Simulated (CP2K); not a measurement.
SnTe:

```xyz
2
Lattice="5.1069 0.0000 0.0000 2.5535 4.4227 0.0000 2.5535 1.4742 4.1698" Properties=species:S:1:pos:R:3 pbc="T T T"
Te    2.5535    1.4742    1.0424
Sn    0.0000    0.0000    0.0000
```

Measurements of this composition are mostly on another form, of space group No. 225.

Base run:

- Program: CP2K 2026.2
- Functional: RPBE
- Potentials or basis: POTENTIAL_UZH Te GTH-PBE-q6, Sn GTH-PBE-q4; TZVP-MOLOPT-PBE-GTH basis
- Density cutoff: 6123 eV
- k mesh: 7 × 7 × 7
- Occupations: gaussian, width 0.05 eV
- Spin: no spin polarisation

Its results: band gap on the k mesh 0.40 eV, indirect (least direct gap 0.87 eV); pressure 0.9 GPa.

Question: The run is repeated on the same cell with these changes: functional from RPBE to PBE. What comes out?

Answer: Band gap on the k mesh 0.32 eV, indirect (least direct gap 0.81 eV); pressure 0.4 GPa.

PBE binds more tightly than RPBE, so the same cell stands under less pressure.

Caveats: spin-orbit coupling is left out, which moves the levels of the heavy elements; an odd mesh through Γ misses points on the zone boundary, where band edges often lie; the basis of atomic orbitals isn't converged, which shifts pressures, moduli and gaps; the potentials were made for another functional, which shifts forces and pressure (some runs).
